Strontium oxide, SrO, has the rocksalt structure: each Sr²⁺ ion touches six O²⁻ ions and each O²⁻ ion six Sr²⁺. The table follows one such crystal, computed with the r2SCAN density functional, as the whole cell is scaled up or down. The volume is given per atom, and the shortest distance, d below, is the Sr–O contact. A positive pressure is what must be applied to hold the cell at that volume; a negative one means that the crystal has to be pulled.

Rocksalt SrO at uniformly scaled volumes, computed with Ansatz 0.2.0 using the r2SCAN density functional without spin polarisation, PAW potentials, a plane-wave cutoff of 500 eV and an 8×8×8 k-point mesh for the two-atom primitive cell. Pressure is positive in compression.

| volume (Å³/atom) | shortest distance (Å) | pressure (GPa) |
| --- | --- | --- |
| 14.376 | 2.432 | 24.740 |
| 14.746 | 2.452 | 20.040 |
| 15.192 | 2.477 | 15.080 |
| 15.273 | 2.481 | 14.260 |
| 15.397 | 2.488 | 13.030 |
| 15.604 | 2.499 | 11.100 |
| 15.920 | 2.516 | 8.390 |
| 16.162 | 2.528 | 6.500 |
| 16.291 | 2.535 | 5.550 |
| 17.171 | 2.580 | 0.000 |
| 18.764 | 2.657 | -6.810 |
| 19.154 | 2.676 | -8.020 |

**(a) Starting from the cell at zero pressure, compare squeezing with stretching by the same volume. Is the difference confined to a few rows?**

*Solution.* Two rows lie almost exactly 1.98 Å³ per atom from the relaxed cell, one on each side. Squeezing by that amount takes 15.08 GPa, while stretching takes a pull of only 8.02 GPa. The crystal resists compression nearly twice as strongly as it resists expansion.

The total energies of the same calculations tell the same story. The squeeze costs 0.167 eV per SrO unit and the stretch 0.110 eV. Pressure is the slope of energy against volume, with the sign reversed, so the energy well has a steep wall on the small side and a gentle one on the large side.

The difference runs through the whole series. A suitable measure is the bulk modulus, the pressure needed per relative change of volume. Taken between neighbouring rows, it falls at every step, from 185 GPa for the two smallest cells to 59 GPa for the two largest. Some pressure steps in the table look irregular, but only because the volumes are unevenly spaced.

**(b) Suppose each Sr–O contact were an ordinary spring, with a force proportional to its change in length. Would that explain the difference?**

*Solution.* Such a crystal would also stiffen a little, for a purely geometrical reason. Pressure is force per area, and the area belonging to each contact shrinks as d². The same spring force therefore makes a larger pressure in a smaller cell.

This effect has the right direction but is too weak. With the spring strength chosen by least squares to suit all twelve pressures, the model needs a pull of 11.8 GPa at the largest volume, where the calculation gives 8.02 GPa. At the smallest volume it falls 2.6 GPa short of the computed pressure. No single spring strength serves both ends. If the contacts are to account for the whole effect, each must become harder as it shortens and softer as it lengthens.

**(c) Find a physical reason for this, turn it into a formula and test it on the smallest cell.**

*Solution.* In the usual picture of an ionic solid, two strong effects oppose each other. Opposite charges attract and pull the crystal together. The filled electron shells of neighbouring ions repel once they overlap, because the Pauli principle forces their electrons into states of higher energy. At zero pressure the two effects balance.

They respond to distance very differently. Coulomb attraction reaches far and changes gently with d. Overlap depends on the thin outer tails of the ions, where the electron density drops quickly, so a small shortening raises the repulsion sharply. On compression the repulsion therefore runs away from the attraction. On stretching, the repulsion fades faster than the attraction, which leaves a net pull. But the less repulsion remains, the less of it each further bit of stretch can remove, so the pull grows ever more slowly.

To put this into numbers, take full charges of +2 and −2. The Coulomb energy per SrO unit then lies below that of separated ions by 1.75 × 4 × 14.4 eV Å / d, where 1.75 is the Madelung constant of rocksalt, which sums over all ions. The volume per unit is 2d³, so the inward pressure varies as 1/d⁴. At the relaxed distance d₀ = 2.580 Å it comes to about 61 GPa.

Let the repulsive energy vary as 1/dⁿ. Its outward pressure then varies as 1/dⁿ⁺³, and it must equal the inward pressure at d₀. The net pressure is

P = 61 GPa × [(d₀/d)ⁿ⁺³ − (d₀/d)⁴].

Only the steepness n remains open. Adding the Coulomb part back to each computed pressure leaves the repulsive part, and a straight line through its logarithm against the logarithm of d, fitted to all twelve rows, gives n + 3 = 8.7.

For the smallest cell, d is 2.432 Å. The attraction has grown by a factor of 1.27 and the repulsion by 1.67. The difference, 0.40, times 61 GPa gives about 24 GPa, against 24.74 GPa in the table. This row was part of the fit, so the agreement is not an independent prediction. The whole series does show that one steepness can describe both walls of the well: the formula stays within about 0.2 GPa of the computed pressures throughout, and it is least accurate at the two ends.

The curve comes from the calculation, whereas its division into attraction and repulsion is an argument from theory. The density functional energy is made up of other terms, which contain no separate ionic attraction or shell repulsion. The value of n also depends on the assumed charges: smaller ones would need a steeper repulsion to give the same stiffness. Even the form of the repulsion is not settled, since an exponential law, again with one fitted steepness, follows the pressures to within 0.8 GPa. What these versions share is the part that matters, a repulsion that changes faster with distance than the attraction it balances.

The same reasoning helps with related ionic crystals. Higher charges and shorter contacts mean a larger Coulomb pressure, a stronger repulsion to balance it and, if that repulsion is about equally steep, a stiffer solid. Whatever the stiffness at zero pressure, it should rise on compression.

For practical work, this means that a bulk modulus should be used only near the pressure at which it was obtained. Around the relaxed cell of SrO, the intervals on either side give 105 and 77 GPa. Interpolating between the middles of these intervals gives about 95 GPa at the relaxed cell itself. Carried unchanged to the smallest cell, this gives 95 GPa × ln(17.171/14.376) ≈ 17 GPa, about a third below the computed pressure. A pressure estimate over such a range needs a stiffness that grows with compression and, for a hot crystal, a thermal pressure as well, because the cells computed here are static.
